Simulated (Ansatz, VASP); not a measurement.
**One calculation of NaI, two programs**

```xyz
4
Lattice="-2.2145 2.2145 8.3638 2.2145 -2.2145 8.3638 2.2145 2.2145 -8.3638" Properties=species:S:1:pos:R:3 pbc="T T T"
Na    2.2145    0.0000    4.1819
Na    0.0000    0.0000    8.3638
I     0.0000    2.2145    4.1819
I     0.0000    0.0000    0.0000
```

Measurements of this composition are mostly on another form, of space group No. 225.

Alike in both runs: task single point; functional PBE; dispersion D3(BJ); k mesh 6 × 6 × 6; occupations gaussian, width 0.1 eV; no spin polarisation.

|  | VASP | Ansatz |
| --- | --- | --- |
| version | VASP 6.6.1 | Ansatz 0.2.0 |
| potentials or method | VASP PAW PBE potentials, release 64 (Na_pv, I) | scalar-relativistic, plane waves, PAW |
| plane-wave cutoff (eV) | 520 | 420 |
| valence electrons in the cell | 28 | 52 |

VASP gave:

```
gap on the k mesh at the Fermi level (eV)       : 3.09
least direct gap on the mesh (eV)               : 3.13
pressure (GPa)                                  : -0.8
largest component of the traceless stress (GPa) : 0.09
```

Question: Estimate Ansatz's values.

Answer: gap on the k mesh at the Fermi level (eV): 3.09; least direct gap on the mesh (eV): 3.13; pressure (GPa): -0.8; largest component of the traceless stress (GPa): 0.08.

With one functional, cell and mesh, what is left measures potentials, basis and numerics. The two sets of potentials don't hold the same shells in valence.

Caveats: spin-orbit coupling is left out, which moves the levels of the heavy elements. A k mesh can miss the band edges.
